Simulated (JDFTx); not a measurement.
The system is Pd.

```
Pd
1.0
     0.00000    1.94650    1.94650
     1.94650    0.00000    1.94650
     1.94650    1.94650    0.00000
Pd
1
Direct
  0.00000 0.00000 0.00000
```

```yaml
Program: JDFTx 1.7.0 (patched build)
Task: relaxation of cell and atoms
Functional: AM05
Potentials_or_basis: SG15-PBE-1.2 with smoothed tails
Cutoff: 1088 eV
Density_cutoff: 4354 eV
k_mesh: 6 × 6 × 6
Occupations: fermi-dirac, width 0.05 eV
Spin: no spin polarisation
```

At the start: pressure -5.1 GPa; volume 14.75 Å³/atom.

Q: How do energy, volume and symmetry change on relaxing?

A: Over 5 steps the energy falls by 6.1 meV/atom and the volume is 14.38 Å³/atom (-2.5 %); space group Fm-3m (No. 225, to 0.05 Å).

The path:
| step | energy change (eV) | largest force (eV/Å) | pressure (GPa) | volume (Å³) |
| --- | --- | --- | --- | --- |
| 1 | 0.0000 | 0.0000 | -5.10 | 14.75 |
| 2 | -0.0029 | 0.0000 | -3.73 | 14.64 |
| 3 | -0.0061 | 0.0000 | 0.01 | 14.38 |
| 4 | -0.0061 | 0.0000 | 0.01 | 14.38 |
| 5 | -0.0061 | 0.0000 | 0.00 | 14.38 |

Final structure:
```yaml
crystal:
  lattice:
    - [0.00000, 1.92999, 1.92999]
    - [1.92999, 0.00000, 1.92999]
    - [1.92999, 1.92999, 0.00000]
  atoms:
    - { symbol: Pd, position: [0.00000, 0.00000, 0.00000] }
```

Caveat: the k mesh is coarse (spacing up to 0.47 Å⁻¹), so the values aren't converged; the potentials were made for another functional, which shifts forces and pressure.
